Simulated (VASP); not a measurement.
Runs of VASP 6.6.1 on Pt. It takes space group Im-3m (No. 229, cubic). Conventional cell: a = 3.114 Å, b = 3.114 Å, c = 3.114 Å, α = 90.00°, β = 90.00°, γ = 90.00°. Pt (site symmetry m-3m) has 8 Pt at 2.70 Å as nearest neighbours. This isn't the form of Pt at room conditions, which is fcc.

| task | level | potentials or basis | cell | k mesh | cutoff (eV) | mesh quality | gap on the mesh (eV) | pressure (GPa) | relaxed volume (Å³/atom) |
| --- | --- | --- | --- | --- | --- | --- | --- | --- | --- |
| single point | PBEsol | VASP PAW PBE potentials, release 64 (Pt) | as given | 18 × 18 × 18 | 520 | not flagged | none | (a) | - |
| relaxation of cell and atoms | LDA | VASP PAW LDA potentials, release 64 (Pt) | relaxed | 18 × 18 × 18 | 600 | not flagged | none | 0.0 | 14.96 |
| relaxation of cell and atoms | PBEsol | VASP PAW PBE potentials, release 64 (Pt) | relaxed | 18 × 18 × 18 | 300 | not flagged | none | 0.0 | 15.14 |
| relaxation of cell and atoms | PBEsol | VASP PAW PBE potentials, release 64 (Pt) | relaxed | 18 × 18 × 18 | 600 | not flagged | none | 0.0 | 15.18 |
| relaxation of cell and atoms | PBEsol | VASP PAW PBE potentials, release 64 (Pt) | relaxed | 18 × 18 × 18 | 580 | not flagged | none | 0.0 | 15.18 |
| relaxation of cell and atoms | PBEsol | VASP PAW PBE potentials, release 64 (Pt) | relaxed | 6 × 6 × 6 | 600 | coarse | none | 0.0 | (b) |
| relaxation of cell and atoms | RPBE | VASP PAW PBE potentials, release 64 (Pt) | relaxed | 18 × 18 × 18 | 600 | not flagged | none | 0.0 | 16.07 |

Alike in all rows: no spin polarisation; smearing gaussian 0.1 eV.

**Question.** Estimate the missing entries.

**Answer.** (a) 1.4; (b) 15.24.

Caveats: some runs use coarse meshes; the PAW data sets were made with another functional, which shifts forces and pressure a little (some runs).

A k mesh can miss the band edges, and the runs leave out spin-orbit coupling on Pt.

A gap of «none» marks a metal or a gap under the smearing width.

Runs at the PBE level aren't shown here.
